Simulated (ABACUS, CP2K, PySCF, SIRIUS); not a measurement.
**Ir: equilibrium volume by level of theory**

The structure is cubic, space group Fm-3m (No. 225). The conventional cell has a = 3.831 Å, b = 3.831 Å, c = 3.831 Å, α = 90.00°, β = 90.00°, γ = 90.00°. Ir (site symmetry m-3m) is surrounded by 12 Ir at 2.71 Å.

```csv
rung,level,program and potentials,cutoff (eV),k mesh,smearing,task,core time,chip,equilibrium volume (Å³/atom),notes
GGA,BP86,"ABACUS, Ansatz NC PBE, plane waves",925,10 × 10 × 10,fermi-dirac 0.05,relaxation of cell and atoms,75 s,Intel Xeon Platinum 8175M Skylake/Cascade Lake,14.61,potentials made for PBE
GGA,PBE,"ABACUS, PseudoDojo NC SR 0.4.1 PBE standard, plane waves",925,12 × 12 × 12,fermi-dirac 0.05,equation of state,3.8 min,AMD EPYC 7571,14.46,-
LDA,LDA,"SIRIUS, all-electron FP-LAPW, apw+lo standard",-,12 × 12 × 12,fermi-dirac 0.05,equation of state,5 min,Arm Neoverse V1,13.82,-
GGA,PBEsol,"SIRIUS, all-electron FP-LAPW, apw+lo standard",-,12 × 12 × 12,fermi-dirac 0.05,equation of state,5.1 min,Arm Neoverse V1,14.03,-
meta-GGA,r2SCAN,"CP2K, POTENTIAL_UZH Ir GTH-SCAN-q17; TZVP-MOLOPT-SCAN-GTH basis",-,12 × 12 × 12,fermi-dirac 0.05,equation of state,5.3 min,Intel Xeon 6975P-C Granite Rapids,13.89,atomic basis
GGA,PBE,"PySCF, DZVP-MOLOPT-SR/GTH-PBE (potentials made for PBE)",-,4 × 4 × 4,fermi-dirac 0.05,equation of state,7.6 min,Intel Xeon Platinum 8559C Emerald Rapids,14.03,coarse mesh; atomic basis
GGA,RPBE,"PySCF, DZVP-MOLOPT-SR/GTH-PBE (potentials made for PBE)",-,4 × 4 × 4,fermi-dirac 0.05,equation of state,12 min,Intel Xeon Platinum 8488C Sapphire Rapids,14.17,coarse mesh; atomic basis; potentials made for PBE
GGA + dispersion,RPBE+D3(zero damping),"PySCF, DZVP-MOLOPT-SR/GTH-PBE (potentials made for PBE)",-,4 × 4 × 4,fermi-dirac 0.05,equation of state,12 min,Intel Xeon Platinum 8488C Sapphire Rapids,13.67,coarse mesh; atomic basis; potentials made for PBE
GGA + dispersion,RPBE+D4,"PySCF, DZVP-MOLOPT-SR/GTH-PBE (potentials made for PBE)",-,4 × 4 × 4,fermi-dirac 0.05,equation of state,12 min,Intel Xeon Platinum 8488C Sapphire Rapids,13.49,coarse mesh; atomic basis; potentials made for PBE
```

Times are single runs on shared hosts and different chips, so they are rough; meshes, cutoffs and the tasks' sizes weigh on the time. All rows: no spin polarisation. Smearing widths are in eV. For a metal such meshes aren't converged. Meshes differ between rows, which moves values too. Meshes are those of the run's cell of 1 atom unless a note names another. Relaxations start from the cell shown or near it and stop with a little pressure left. The cell shown, of 14.06 Å³ an atom, is the runs' start and not the measured value. Misses use the values as printed. Runs on faulty files, with rough fits or with known faults for this quantity aren't shown. No row holds spin-orbit coupling.

Measured: 14.15 Å³/atom at 299.15 K (a printed reference work).

Task: Which of the timed runs without a coarse mesh or an atomic basis is the cheapest that comes within 1.5 % of the measured equilibrium volume?

Result: PBEsol (SIRIUS, all-electron FP-LAPW, apw+lo standard): 14.03 Å³/atom in 5.1 min. One crystal doesn't make the level reliable, since errors can cancel. The runs are for a static lattice, while measurements hold temperature and zero-point motion.
